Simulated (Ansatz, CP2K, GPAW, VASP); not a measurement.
SrO: 4 runs at one level of theory

```
Sr O
1.0
     5.06323    0.00000    0.00000
     0.00000    5.06323    0.00000
     0.00000    0.00000    5.06323
Sr O
4 4
Cartesian
  2.5316 0.0000 0.0000
  0.0000 2.5316 0.0000
  0.0000 0.0000 2.5316
  2.5316 2.5316 2.5316
  0.0000 0.0000 0.0000
  0.0000 2.5316 2.5316
  2.5316 0.0000 2.5316
  2.5316 2.5316 0.0000
```

Alike in all runs: task band structure; functional revPBE; dispersion D4; k mesh 5 × 5 × 5; occupations gaussian, width 0.1 eV; no spin polarisation; no spin-orbit coupling. Pressure is positive in compression and, in plane waves, holds the error of the finite cutoff, which Ansatz's Pulay term estimates and takes out. Gaps are the smaller of the mesh's and the band path's.

```
                                                     program and potentials  plane-wave cutoff (eV)                                                                                   notes  band gap (eV)  pressure (GPa)
                                                         Ansatz, Ansatz PAW                     420  potentials made for PBE, which Ansatz adapts in part; Pulay term of +0.34 GPa included           3.38            6.78
CP2K, POTENTIAL_UZH Sr GTH-PBE-q10, O GTH-PBE-q6; TZVP-MOLOPT-PBE-GTH basis                       -                                                   atomic basis; potentials made for PBE           3.48            8.10
                                       VASP, PBE PAW files O, Sr_sv, 520 eV                     520                                                                 potentials made for PBE           3.32            7.51
 GPAW, the program's PAW data sets (release 1.2.1) made for this functional                     800                                                                                       -           3.43            7.38
```

The band gap spans 3.32 (VASP, PBE PAW files O, Sr_sv, 520 eV) to 3.48 eV (CP2K, POTENTIAL_UZH Sr GTH-PBE-q10, O GTH-PBE-q6; TZVP-MOLOPT-PBE-GTH basis). The pressure spans 6.78 (Ansatz, Ansatz PAW) to 8.10 GPa (CP2K, POTENTIAL_UZH Sr GTH-PBE-q10, O GTH-PBE-q6; TZVP-MOLOPT-PBE-GTH basis). Some sets were made for another functional than the one run, which can shift their rows. Rows in atomic bases carry the error of their basis and grid, which can be large.

Differences between rows come from potentials, basis sets and numerical settings, since the functional is the same but for its coding. Runs on potential files found faulty are left out.
